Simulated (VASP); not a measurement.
# Na2S (Fm-3m) in VASP: electric field gradients with LDA

Aim: the electric field gradients of Na2S with LDA.

All numbers are computed with VASP 6.6.1; they aren't measurements. Logs are shortened: lines on timing, memory, paths and dates and some standing lists are left out, and cuts for length are marked.

## 1. The crystal as given

The structure is cubic, space group Fm-3m (No. 225). The conventional cell has a = 6.498 Å, b = 6.498 Å, c = 6.498 Å, α = 90.00°, β = 90.00°, γ = 90.00°. Around Na (site symmetry -43m) lie 4 S at 2.81 Å. S (site symmetry m-3m) is surrounded by 8 Na at 2.81 Å.

The cell comes from a database or a generator and needn't be the stable form of this composition.

## 2. Electric field gradients, LDA

Contents of INCAR:

```
SYSTEM = Na2S
ALGO = Normal
EDIFF = 1E-8
ENCUT = 520
ISIF = 2
ISMEAR = -1
LASPH = .True.
LCHARG = .False.
LEFG = .True.
LREAL = .False.
LWAVE = .False.
NBANDS = 17
NELM = 100
PREC = Accurate
SIGMA = 0.01
```

Contents of KPOINTS:

```
k-points
0
Gamma
  6 6 6
  0 0 0
```

Contents of POSCAR:

```
Na2S
1.0
    0.0000000000      3.2491544893      3.2491544893
    3.2491544893      0.0000000000      3.2491544893
    3.2491544893      3.2491544893      0.0000000000
Na S
2 1
Direct
    0.2500000000      0.2500000000      0.2500000000
    0.7500000000      0.7500000000      0.7500000000
    0.0000000000      0.0000000000      0.0000000000
```

Potentials or basis: VASP PAW LDA potentials, release 64 (Na_pv, S).

Run with:

```
cat potpaw_LDA.64/Na_pv/POTCAR potpaw_LDA.64/S/POTCAR > POTCAR
mpirun -np 1 vasp_std > vasp.out
```

OUTCAR:

```text
SYSTEM = Na2S
   EDIFF = 1E-8
   ENCUT = 520
   ISIF = 2
   ISMEAR = -1
   LASPH = .True.
   LREAL = .False.
   NELM = 100
   PREC = Accurate

 ion  position               nearest neighbor table
   1  0.250  0.250  0.250-
   2  0.750  0.750  0.750-
   3  0.000  0.000  0.000-

  LATTYP: Found a face centered cubic cell.
 ALAT       =     6.4983089786

  Lattice vectors:

 A1 = (   0.0000000000,   3.2491544893,   3.2491544893)
 A2 = (   3.2491544893,   0.0000000000,   3.2491544893)
 A3 = (   3.2491544893,   3.2491544893,   0.0000000000)

Analysis of symmetry for initial positions (statically):
=====================================================================
 Subroutine PRICEL returns:
 Original cell was already a primitive cell.

 Routine SETGRP: Setting up the symmetry group for a
 face centered cubic supercell.

 Subroutine GETGRP returns: Found 48 space group operations
 (whereof 48 operations were pure point group operations)
 out of a pool of 48 trial point group operations.

The static configuration has the point symmetry O_h .

Analysis of symmetry for dynamics (positions and initial velocities):
=====================================================================
 Subroutine PRICEL returns:
 Original cell was already a primitive cell.

 Routine SETGRP: Setting up the symmetry group for a
 face centered cubic supercell.

 Subroutine GETGRP returns: Found 48 space group operations
 (whereof 48 operations were pure point group operations)
 out of a pool of 48 trial point group operations.

The dynamic configuration has the point symmetry O_h .

 Subroutine INISYM returns: Found 48 space group operations
 (whereof 48 operations are pure point group operations),
 and found     1 'primitive' translations

----------------------------------------------------------------------------------------

                                     Primitive cell

  volume of cell :      68.6027

  direct lattice vectors                    reciprocal lattice vectors
     0.000000000  3.249154489  3.249154489    -0.153886188  0.153886188  0.153886188
     3.249154489  0.000000000  3.249154489     0.153886188 -0.153886188  0.153886188
     3.249154489  3.249154489  0.000000000     0.153886188  0.153886188 -0.153886188

  length of vectors
     4.594998345  4.594998345  4.594998345     0.266538697  0.266538697  0.266538697

  position of ions in fractional coordinates (direct lattice)
     0.250000000  0.250000000  0.250000000
     0.750000000  0.750000000  0.750000000
     0.000000000  0.000000000  0.000000000

  ion indices of the primitive-cell ions
   primitive index   ion index
                 1           1
                 2           2
                 3           3

----------------------------------------------------------------------------------------

 KPOINTS: k-points

Automatic generation of k-mesh.
 Grid dimensions read from file:
 generate k-points for:    6    6    6

 Generating k-lattice:

  Cartesian coordinates                     Fractional coordinates (reciprocal lattice)
    -0.025647698  0.025647698  0.025647698     0.166666667  0.000000000  0.000000000
     0.025647698 -0.025647698  0.025647698     0.000000000  0.166666667  0.000000000
     0.025647698  0.025647698 -0.025647698     0.000000000  0.000000000  0.166666667

  Length of vectors
     0.044423116  0.044423116  0.044423116

  Shift w.r.t. Gamma in fractional coordinates (k-lattice)
     0.000000000  0.000000000  0.000000000

 Subroutine IBZKPT returns following result:
 ===========================================

 Found     16 irreducible k-points:

 Following reciprocal coordinates:
            Coordinates               Weight
  0.000000  0.000000  0.000000      1.000000
  0.166667  0.000000  0.000000      8.000000
  0.333333  0.000000  0.000000      8.000000
  0.500000  0.000000  0.000000      4.000000
  0.166667  0.166667  0.000000      6.000000
  0.333333  0.166667  0.000000     24.000000
[... 8 lines left out ...]
 -0.333333  0.333333  0.166667     24.000000
 -0.333333  0.500000  0.166667     12.000000
   k-points           NKPTS =     16   k-points in BZ     NKDIM =     16   number of bands    NBANDS=     17
   number of dos      NEDOS =    301   number of ions     NIONS =      3
   total plane-waves  NPLWV =  46656
   dimension x,y,z NGX =    36 NGY =   36 NGZ =   36
   dimension x,y,z NGXF=    72 NGYF=   72 NGZF=   72
   ions per type =               2   1
   NGX,Y,Z   is equivalent  to a cutoff of  13.02, 13.02, 13.02 a.u.
   NGXF,Y,Z  is equivalent  to a cutoff of  26.05, 26.05, 26.05 a.u.
 SYSTEM =  Na2S
   PREC   = accura    normal or accurate (medium, high low for compatibility)
   ISTART =      0    job   : 0-new  1-cont  2-samecut
   ICHARG =      2    charge: 1-file 2-atom 10-const
   ISPIN  =      1    spin polarized calculation?
   LNONCOLLINEAR =      F non collinear calculations
   LSORBIT =      F    spin-orbit coupling
   LASPH  =      T    aspherical Exc in radial PAW
   ENCUT  =  520.0 eV  38.22 Ry    6.18 a.u.   8.54  8.54  8.54*2*pi/ulx,y,z
   NELM   =    100;   NELMIN=  2; NELMDL= -5     # of ELM steps
   EDIFF  = 0.1E-07   stopping-criterion for ELM
   LREAL  =      F    real-space projection
   EDIFFG = 0.1E-06   stopping-criterion for IOM
   NSW    =      0    number of steps for IOM
   IBRION =     -1    ionic relax: 0-MD 1-quasi-New 2-CG
   NFREE  =      0    steps in history (QN), initial steepest desc. (CG)
   ISIF   =      2    stress and relaxation
   ISYM   =      2    0-nonsym 1-usesym 2-fastsym
   POTIM  = 0.5000    time-step for ionic-motion
   TEBEG  =    0.0;   TEEND  =   0.0 temperature during run
   PSTRESS=    0.0 pullay stress
   NELECT =      20.0000    total number of electrons
   NUPDOWN=      -1.0000    fix difference up-down
   EMIN   =  10.00;   EMAX   =-10.00  energy-range for DOS
   EFERMI =   0.00;   METHOD = LEGACY
   ISMEAR =    -1;   SIGMA  =   0.01  broadening in eV -4-tet -1-fermi 0-gaus
   EFERMI_NEDOS =   21; number of points for ismear=-14 and -15
   IALGO  =     38    algorithm
   IMIX   =      4    mixing-type and parameters
     AMIX     =   0.40;   BMIX     =  1.00
     AMIX_MAG =   1.60;   BMIX_MAG =  1.00
  volume/ion in A,a.u.               =      22.87       154.32
  Fermi-wavevector in a.u.,A,eV,Ry     =   1.085520  2.051335 16.032473  1.178354
  Thomas-Fermi vector in A             =   2.221635
   LORBIT       =      0    0 simple, 1 ext, 2 COOP (PROOUT), +10 PAW based schemes
   GGA     = CA    functional components
   LHFCALC =     F    Hartree Fock is set to
   AEXX    =    0.0000 exact exchange contribution
   IVDW    =     0    specifies the selected vdW correction
   LEPSILON=     F    determine dielectric tensor
   LRPA    =     F    only Hartree local field effects (RPA)
 non-spin polarized calculation
  energy-cutoff  :      520.00
  volume of cell :       68.60
 maximum number of plane-waves:      1873
 NGX is ok and might be reduce to    36
   NGX = 17   NGY = 17   NGZ = 17

 number of electron      19.9999992 magnetization

 Free energy of the ion-electron system (eV)
  ---------------------------------------------------
  ext. energy  EPLUGINS =         0.00000000
  ---------------------------------------------------
  free energy    TOTEN  =       -10.89523035 eV

  energy without entropy =      -10.89523035  energy(sigma->0) =      -10.89523035

 E-fermi :   0.3134     XC(G=0):  -8.3484

 val. band max:        0.0411582693   @ k =   0.0000   0.0000   0.0000
 cond. band min:       2.3547325022   @ k =   0.0000   0.0000   0.0000
 fundamental gap:      2.3135742329
 Fermi energy:         0.3134193762

 k-point     1 :       0.0000    0.0000    0.0000
  band No.  band energies     occupation
      1     -22.1213      2.00000
      2     -22.1213      2.00000
      3     -22.1213      2.00000
      4     -22.0616      2.00000
      5     -22.0616      2.00000
      6     -22.0616      2.00000
[... 9 lines left out ...]
     16       9.3085      0.00000
     17      11.1165      0.00000
[... 281 lines left out ...]
 k-point    16 :      -0.3333    0.5000    0.1667
  band No.  band energies     occupation
      1     -22.1472      2.00000
      2     -22.1373      2.00000
      3     -22.1138      2.00000
      4     -22.0737      2.00000
      5     -22.0517      2.00000
      6     -22.0480      2.00000
[... 9 lines left out ...]
     16      11.0893      0.00000
     17      11.9820      0.00000

------------------------ aborting loop because EDIFF is reached ----------------------------------------

  FORCE on cell =-STRESS in cart. coord.  units (eV):
  Direction    XX          YY          ZZ          XY          YZ          ZX
  --------------------------------------------------------------------------------------
  -------------------------------------------------------------------------------------
  Total       -0.6759688     -0.6759688     -0.6759688      0.0000000     -0.0000000      0.0000000
  in kB      -15.7868737    -15.7868737    -15.7868737      0.0000000     -0.0000000      0.0000000
  external PRESSURE =     -15.7868737 kB  Pullay stress =       0.0000000 kB

 VOLUME and BASIS-vectors are now :
 -----------------------------------------------------------------------------
  energy-cutoff  :      520.00
  volume of cell :       68.60
      direct lattice vectors                 reciprocal lattice vectors
     0.000000000  3.249154489  3.249154489    -0.153886188  0.153886188  0.153886188
     3.249154489  0.000000000  3.249154489     0.153886188 -0.153886188  0.153886188
     3.249154489  3.249154489  0.000000000     0.153886188  0.153886188 -0.153886188

 POSITION                                       TOTAL-FORCE (eV/Angst)
 -----------------------------------------------------------------------------------
      1.62458      1.62458      1.62458         0.000000      0.000000     -0.000000
      4.87373      4.87373      4.87373        -0.000000     -0.000000     -0.000000
      0.00000      0.00000      0.00000         0.000000      0.000000      0.000000
 -----------------------------------------------------------------------------------
    total drift:                                0.000000      0.000000      0.000000

  FREE ENERGIE OF THE ION-ELECTRON SYSTEM (eV)
  ---------------------------------------------------
  free  energy   TOTEN  =       -10.8952303549 eV

  energy  without entropy=      -10.8952303549  energy(sigma->0) =      -10.89523035

 Electric field gradients (V/A^2)
---------------------------------------------------------------------
 ion       V_xx      V_yy      V_zz      V_xy      V_xz      V_yz
---------------------------------------------------------------------
   1       0.000     0.000     0.000    -0.002    -0.002    -0.002
   2       0.000     0.000     0.000    -0.002    -0.002    -0.002
   3      -0.000     0.000     0.000     0.000     0.000     0.000
---------------------------------------------------------------------

 Electric field gradients after diagonalization (V/A^2)
 (convention: |V_zz| > |V_xx| > |V_yy|)
----------------------------------------------------------------------
 ion       V_xx      V_yy      V_zz     asymmetry (V_yy - V_xx)/ V_zz
----------------------------------------------------------------------
   1       0.002     0.002    -0.004       0.000
   2       0.002     0.002    -0.004       0.000
   3      -0.000    -0.000     0.000       0.000
----------------------------------------------------------------------

           NMR quadrupolar parameters

 Cq : quadrupolar parameter    Cq=e*Q*V_zz/h
 eta: asymmetry parameters     (V_yy - V_xx)/ V_zz
 Q  : nuclear electric quadrupole moment in mb (millibarn)
----------------------------------------------------------------------
 ion       Cq(MHz)       eta       Q (mb)
----------------------------------------------------------------------
   1      -0.000       0.000       1.000
   2      -0.000       0.000       1.000
   3       0.000       0.000       1.000
----------------------------------------------------------------------
```

Wall time 20 s (1 thread of Intel Xeon Platinum 8488C (Sapphire Rapids), shared host); peak memory 0.16 GiB.

Results:

```yaml
Free_energy: -10.8952 eV
Pressure: -1.6 GPa
Band_gap_on_the_k_mesh: 2.31 eV, direct
```

Electric field gradients, principal values (V/Å²):
| atom | Vxx | Vyy | Vzz |
| --- | --- | --- | --- |
| 1 Na | 0.002 | 0.002 | -0.004 |
| 2 Na | 0.002 | 0.002 | -0.004 |
| 3 S | 0.000 | 0.000 | 0.000 |
